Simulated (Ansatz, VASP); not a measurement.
# One calculation of Ba, two programs

INCAR

```
SYSTEM = Ba
ALGO = Normal ; EDIFF = 1E-7
ENCUT = 520 ; GGA = PE
ISIF = 2 ; ISMEAR = -1
LASPH = .TRUE. ; LCHARG = .FALSE.
LREAL = .FALSE. ; LWAVE = .FALSE.
NBANDS = 11 ; NELM = 80
PREC = Accurate ; SIGMA = 0.05
```

Contents of KPOINTS:

```
k-points
0
G
  8 8 8
  0 0 0
```

The input POSCAR:

```
Ba
1.0
   -2.5230998215      2.5230998215      2.5230998215
    2.5230998215     -2.5230998215      2.5230998215
    2.5230998215      2.5230998215     -2.5230998215
Ba
1
Direct
    0.0000000000      0.0000000000      0.0000000000
```

The input input.yaml:

```yaml
crystal:
  lattice:
    - [-2.5230998215, 2.5230998215, 2.5230998215]
    - [2.5230998215, -2.5230998215, 2.5230998215]
    - [2.5230998215, 2.5230998215, -2.5230998215]
  atoms:
    - { symbol: Ba, position: [0.0, 0.0, 0.0] }
hamiltonian:
  xc: pbe
  pseudopotentials: { kind: paw }
kpoints:
  mp_grid: { grid: [8, 8, 8] }
scf:
  occupations: { method: fermi_dirac, width: 0.05 }
output:
  forces: true
  stress: true
  eigenvalues: true
```

Change from the starting cell: volume scaled by 1.02.

Alike in both runs: task single point; functional PBE; k mesh 8 × 8 × 8; occupations fermi-dirac, width 0.05 eV; no spin polarisation.

```csv
,VASP,Ansatz
version,VASP 6.6.1,Ansatz 0.2.0
potentials or method,"VASP PAW PBE potentials, release 64 (Ba_sv)",Ansatz PAW
plane-wave cutoff (eV),520,420
valence electrons in the cell,10,10
```

|  | VASP | Ansatz | Ansatz less VASP |
| --- | --- | --- | --- |
| gap on the k mesh at the Fermi level (eV) | none | none | - |
| pressure (GPa) | -0.1 | -0.2 | -0.04 |

A gap of «none» marks a metal or a gap that the smearing closes.

Spin-orbit coupling is left out, which matters for the levels of Ba.
